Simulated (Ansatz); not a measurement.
**CuCl2 in Ansatz: the effect of functional**

CuCl2:

```
Cu Cl
1.0
     4.60931    0.00000    0.00000
     0.00000    4.60931    0.00000
     0.00000    0.00000    4.40239
Cu Cl
1 2
Direct
  0.00000 0.00000 0.00000
  0.00000 0.50000 0.00000
  0.50000 0.00000 0.00000
```

Measurements of this composition are mostly on another form, of space group No. 12.

The cell isn't the ideal one: volume scaled by 1.06.

Alike in all runs:

| Item | Value |
| --- | --- |
| Program | Ansatz 0.2.0 |
| Task | single point |
| Potentials or basis | Ansatz PAW |
| k mesh | 6 × 6 × 6 |
| Occupations | fermi-dirac, width 0.05 eV |
| Spin | no spin polarisation |

```csv
functional,cutoff,pressure (GPa)
LDA,420 eV (not typed: the program's choice for these potentials),-4.7
PBEsol,420 eV (not typed: the program's choice for these potentials),?
r2SCAN,500 eV (not typed: the program's choice for these potentials),-2.5
```

Problem. What does the run with functional PBEsol give?

Solution. Pressure -3.2 GPa.

Caveats: an odd number of electrons without spin polarisation forces a metal; a magnetic or distorted state may lie lower; the run has no spin polarisation, though such a crystal can be magnetic; the PAW data sets come from PBE, with cores solved anew for the run's functional, which leaves a small shift of forces and pressure; this functional lacks dispersion, which binds the layers, so the pressure and a relaxed spacing across them are unreliable (some runs).
